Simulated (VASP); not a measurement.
LiF, 4 atoms in the cell. Symmetry: P6_3mc, No. 186, hexagonal system. The conventional cell has a = 3.081 Å, b = 3.081 Å, c = 4.785 Å, α = 90.00°, β = 90.00°, γ = 120.00°. Around Li (site symmetry 3m) lie 4 F at 1.86 to 1.87 Å. F (site symmetry 3m) is surrounded by 4 Li at 1.86 to 1.87 Å. The cell was built by a generator and needn't be a form met in nature.

| Quantity | Value |
| --- | --- |
| Program | VASP 6.6.1 |
| Task | single point |
| Functional | r2SCAN |
| Potentials or basis | VASP PAW PBE potentials, release 64 (Li_sv, F) |
| Cutoff | 520 eV |
| k mesh | 12 × 12 × 6 |
| Occupations | gaussian, width 0.01 eV |
| Spin | no spin polarisation |
| Dipole correction | no |
| Further INCAR settings | ALGO = Normal; EDIFF = 1e-06; NBANDS = 18 |

Potentials or basis: VASP PAW PBE potentials, release 64 (Li_sv, F).

Run with:

```console
$ cat potpaw_PBE.64/Li_sv/POTCAR potpaw_PBE.64/F/POTCAR > POTCAR
$ cp INCAR.step1 INCAR
$ mpirun -np 1 vasp_std > vasp.out
$ cp INCAR.step2 INCAR
$ mpirun -np 1 vasp_std > vasp.out
```

Hardware: 1 thread of Intel(R) Xeon(R) 6975P-C (Granite Rapids), with other jobs on the host.

Problem. Estimate the wall time of this run.

Solution. Run time: 85 s on 1 thread of Intel(R) Xeon(R) 6975P-C (Granite Rapids), with other jobs on the host, peak memory 0.18 GiB. Counts: scf iterations 12, k points 76.
